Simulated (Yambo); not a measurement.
Here is a Yambo 5.3.0 calculation.

The input g0w00.in:

```
gw0
dyson
el_el_corr
rim_cut
HF_and_locXC
ppa
em1d
RandQpts= 1000000
RandGvec= 50 RL
EXXRLvcs= 80 Ry
VXCRLvcs= 80 Ry
Chimod= "HARTREE"
% BndsRnXp
 1 | 158 |
%
NGsBlkXp= 6 Ry
% LongDrXp
 1 | 1 | 1 |
%
PPAPntXp= 27.21138 eV
% GbndRnge
 1 | 158 |
%
GTermKind= "BG"
DysSolver= "n"
ExtendOut
% QPkrange
 1 | 1 | 5 | 11 |
 5 | 5 | 5 | 11 |
 13 | 13 | 5 | 11 |
%
```

The input scf.in:

```
&CONTROL
  calculation = 'scf'
  prefix = 'pwscf'
  outdir = './tmp'
  pseudo_dir = './pseudo'
/
&SYSTEM
  ibrav = 0
  nat = 1
  ntyp = 1
  ecutwfc = 80
  nbnd = 13
  occupations = 'smearing'
  smearing = 'fd'
  degauss = 0.00367493
  force_symmorphic = .true.
/
&ELECTRONS
  conv_thr = 2d-10
  electron_maxstep = 120
  mixing_beta = 0.5
/
ATOMIC_SPECIES
Sb   121.7600 Sb.upf
CELL_PARAMETERS angstrom
  -1.5333253662    1.5333253662    2.6376010157
   1.5333253662   -1.5333253662    2.6376010157
   1.5333253662    1.5333253662   -2.6376010157
ATOMIC_POSITIONS crystal
Sb     0.0000000000    0.0000000000    0.0000000000
K_POINTS automatic
12 12 12 0 0 0
```

File nscf.in:

```
&CONTROL
  calculation = 'nscf'
  prefix = 'pwscf'
  outdir = './tmp'
  pseudo_dir = './pseudo'
/
&SYSTEM
  ibrav = 0
  nat = 1
  ntyp = 1
  ecutwfc = 80
  nbnd = 158
  occupations = 'smearing'
  smearing = 'fd'
  degauss = 0.00367493
  force_symmorphic = .true.
/
&ELECTRONS
  conv_thr = 1d-08
  diago_full_acc = .true.
  diago_thr_init = 1d-06
/
ATOMIC_SPECIES
Sb   121.7600 Sb.upf
CELL_PARAMETERS angstrom
  -1.5333253662    1.5333253662    2.6376010157
   1.5333253662   -1.5333253662    2.6376010157
   1.5333253662    1.5333253662   -2.6376010157
ATOMIC_POSITIONS crystal
Sb     0.0000000000    0.0000000000    0.0000000000
K_POINTS automatic
4 4 4 0 0 0
```

Potentials or basis: PseudoDojo 0.4.1 SR PBEsol standard.

Launch:

```sh
$ OMP_NUM_THREADS=1 pw.x -in scf.in > scf.out
$ OMP_NUM_THREADS=1 pw.x -in nscf.in > nscf.out
$ cd tmp/pwscf.save; p2y; mv SAVE ../..; cd ../..
$ OMP_NUM_THREADS=1 yambo
$ OMP_NUM_THREADS=1 yambo -F g0w00.in -J g0w00 -C g0w00_out
```

(1) Predict the band gap on the k mesh, mean-field level.

Results:

(1) none (metal or under the smearing width).

Caveat: the k mesh is coarse (spacing up to 0.72 Å⁻¹), so the values aren't converged; the potentials hold a filled d shell without the s and p states of that shell, which can shift GW gaps by tenths of an eV, either way; the plasmon-pole model is rough for a metal; the ground state has no gap, which makes the many-body step unreliable; this version prints the column dSc/dw multiplied by 27.2; the terminator is approximate in this version, by hundredths of an eV.
